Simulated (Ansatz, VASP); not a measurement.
## Ir: VASP beside Ansatz

```
Ir
1.0
    -0.00903    1.95837    1.93892
     1.89839    0.02290    1.90699
     1.89968    1.92773    0.02161
Ir
1
Direct
  0.99766 0.99684 0.98575
```

Change from the starting cell: cell strained at random at fixed volume.

Alike in both runs: task single point; functional PBE; k mesh 12 × 12 × 12; occupations fermi-dirac, width 0.05 eV; no spin polarisation.

|  | VASP | Ansatz |
| --- | --- | --- |
| version | VASP 6.6.1 | Ansatz 0.2.0 |
| potentials or method | VASP PAW PBE potentials, release 64 (Ir) | Ansatz PAW |
| plane-wave cutoff (eV) | 520 | 420 |
| valence electrons in the cell | 9 | 17 |

Ansatz gave:

```
gap on the k mesh at the Fermi level (eV)       : none
pressure (GPa)                                  : 11.5
largest component of the traceless stress (GPa) : 8.47
```

Question: What did VASP give for the same quantities?

Answer: gap on the k mesh at the Fermi level (eV): none; pressure (GPa): 12.2; largest component of the traceless stress (GPa): 8.44.

A gap of «none» marks a metal or a gap that the smearing closes. The functional is the same, so the differences come from potentials, cutoffs and numerics. The two sets of potentials don't hold the same shells in valence.

The runs have no spin-orbit coupling, so splittings on Ir are missing.
